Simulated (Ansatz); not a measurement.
# Relaxing AlNi

Level of theory: Ansatz, DFT PBE, scalar-relativistic, plane waves, PAW. Settings: 420 eV cutoff, 18×18×18 k-mesh, Gaussian smearing of 0.10 eV, no spin polarisation.

What was changed: uniaxial strain along c, with a, b and atoms relaxed: +1.5 %.

Command:

```bash
ansatz run input.yaml --threads 1 --pin off --max-ram 2560MiB --backend cpu --events-out ev --progress --plain --runs-dir out
```

Input:

```yaml
crystal:
  lattice:
    - [2.8822428413, 0.0, 0.0]
    - [0.0, 2.8822428413, 0.0]
    - [0.0, 0.0, 2.9364883151]
  atoms:
    - { symbol: Al, position: [0.5, 0.5, 0.5] }
    - { symbol: Ni, position: [0.0, 0.0, 0.0] }
basis:
  ecutwfc: 420
kpoints:
  mp_grid: { grid: [18, 18, 18] }
hamiltonian:
  xc: pbe
scf:
  occupations: { method: gaussian, width: 0.1 }
output:
  forces: true
  stress: true
  eigenvalues: true
relax:
  adjacent_minimum: "off"
  f_tol: 0.008
  max_steps: 40
  cell: { stress_tol: 0.015, fix: [c, angles] }
```

F is the free energy. Steps run on the plane waves of an earlier cell, but the last one, and at times one on the way, on a freshly chosen basis, so a repeated geometry can differ a little in energy. The held parts of the cell keep their stress, so P needn't end at zero.

Steps:

```
step F − F(1) (eV) largest force component (eV/Å) V (Å³/atom) P (GPa)
   1         0.0000                           0.000       12.197    -1.15
   2        -0.0003                           0.000       12.163    -0.72
   3        -0.0003                           0.000       12.140    -0.41
   4        -0.0003                           0.000       12.140    -0.41
```

Relaxed structure:

```yaml
crystal:
  lattice:
    - [2.87545, 0.00000, 0.00000]
    - [0.00000, 2.87545, 0.00000]
    - [0.00000, 0.00000, 2.93649]
  atoms:
    - { symbol: Al, position: [0.50000, 0.50000, 0.50000] }
    - { symbol: Ni, position: [0.00000, 0.00000, 0.00000] }
```

Symmetry: P4/mmm, No. 123, tetragonal system. The conventional cell has a = 2.875 Å, b = 2.875 Å, c = 2.936 Å, α = 90.00°, β = 90.00°, γ = 90.00°. Al (site symmetry 4/mmm) has 8 Ni at 2.51 Å and 6 Al at 2.88 to 2.94 Å as nearest neighbours. Ni (site symmetry 4/mmm) has 8 Al at 2.51 Å and 6 Ni at 2.88 to 2.94 Å as nearest neighbours.

The run converged. It took 46 s on 1 thread of Arm Neoverse V1 (shared host), peak memory 0.48 GiB.